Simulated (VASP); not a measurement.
CuI (Marshite):

```xyz
2
Lattice="0.0000 3.0315 3.0315 3.0315 0.0000 3.0315 3.0315 3.0315 0.0000" Properties=species:S:1:pos:R:3 pbc="T T T"
Cu    1.5157    1.5157    1.5157
I     0.0000    0.0000    0.0000
```

| Property | Result |
| --- | --- |
| Program | VASP 6.6.1 |
| Task | relaxation of cell and atoms |
| Functional | PBEsol |
| Potentials or basis | VASP PAW PBE potentials, release 64 (Cu, I) |
| Cutoff | 600 eV |
| k mesh | 8 × 8 × 8 |
| Occupations | gaussian, width 0.03 eV |
| Spin | no spin polarisation |

At the start: pressure -2.5 GPa; volume 27.86 Å³/atom.

**Question.** How do energy, volume and symmetry change on relaxing?

**Answer.** Over 3 steps the energy falls by 13.3 meV/atom and the volume is 26.28 Å³/atom (-5.7 %); space group F-43m (No. 216, to 0.05 Å).

Step by step:
| step | energy change (eV) | largest force (eV/Å) | pressure (GPa) | volume (Å³) |
| --- | --- | --- | --- | --- |
| 1 | 0.0000 | 0.0000 | -2.46 | 55.72 |
| 2 | -0.0265 | 0.0000 | 0.23 | 52.34 |
| 3 | -0.0266 | 0.0000 | -0.06 | 52.55 |

Final structure:
```
CELL_PARAMETERS angstrom
0.00000 2.97300 2.97300
2.97300 0.00000 2.97300
2.97300 2.97300 0.00000
ATOMIC_POSITIONS crystal
Cu 0.25000 0.25000 0.25000
I 0.00000 0.00000 0.00000
```

Caveat: the PAW data sets were made with another functional, which shifts forces and pressure a little.
